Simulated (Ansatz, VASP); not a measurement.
**CuI in VASP and in Ansatz**

```
Cu I
1.0
     0.00000    3.01203    3.01203
     3.01203    0.00000    3.01203
     3.01203    3.01203    0.00000
Cu I
1 1
Direct
  0.00000 0.00000 0.00000
  0.25000 0.25000 0.25000
```

Alike in both runs: task single point; functional PBE; k mesh 6 × 6 × 6; no spin polarisation.

```csv
,VASP,Ansatz
version,VASP 6.6.1,Ansatz 0.2.0
potentials or method,"VASP PAW PBE potentials, release 64 (Cu, I)","plane waves, PAW"
plane-wave cutoff (eV),520,420
occupations,"gaussian, width 0.01 eV",fixed
valence electrons in the cell,18,36
```

|  | VASP | Ansatz | Ansatz less VASP |
| --- | --- | --- | --- |
| gap on the k mesh at the Fermi level (eV) | 1.19 | 1.17 | -0.023 |

The two sets of potentials don't hold the same shells in valence.

Caveats: spin-orbit coupling is left out, which moves the levels of the heavy elements. As with any semilocal functional, this PBE gap is likely too small.
